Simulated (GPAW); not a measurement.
The system is Yb.

```
Yb
1.0
    -2.15148    2.15148    2.15148
     2.15148   -2.15148    2.15148
     2.15148    2.15148   -2.15148
Yb
1
Direct
  0.00000 0.00000 0.00000
```

This isn't the form of Yb at room conditions, which is fcc.

Base run:

| Item | Value |
| --- | --- |
| Program | GPAW 26.7.0 |
| Functional | LDA |
| Potentials or basis | the program's PAW data sets (release 1.2.1) made for this functional |
| Cutoff | 800 eV |
| Basis | pw |
| k mesh | 9 × 9 × 9 |
| Occupations | fermi-dirac, width 0.05 eV |
| Spin | collinear spin, ferromagnetic start |
| Starting moments | [1.0] μB |
| Hubbard terms | Yb f U = 2 eV |

Its results: band gap on the k mesh none (metal or under the smearing width); pressure -3.5 GPa; net moment 0.00 μB per cell.

Problem. After a change of settings the same cell gave: band gap on the k mesh none (metal or under the smearing width); pressure -2.1 GPa; net moment 0.00 μB per cell. Which change was it?
A. hubbard terms from Yb f U = 2 eV to none
B. hubbard terms from Yb f U = 2 eV to Yb f U = 6 eV
C. hubbard terms from Yb f U = 2 eV to Yb f U = 1 eV

Solution. B.

Caveats: one-centre terms of the f shell are cut off; spin-orbit coupling is left out, which moves the levels of the heavy elements.

Not every run made on this cell is shown here.
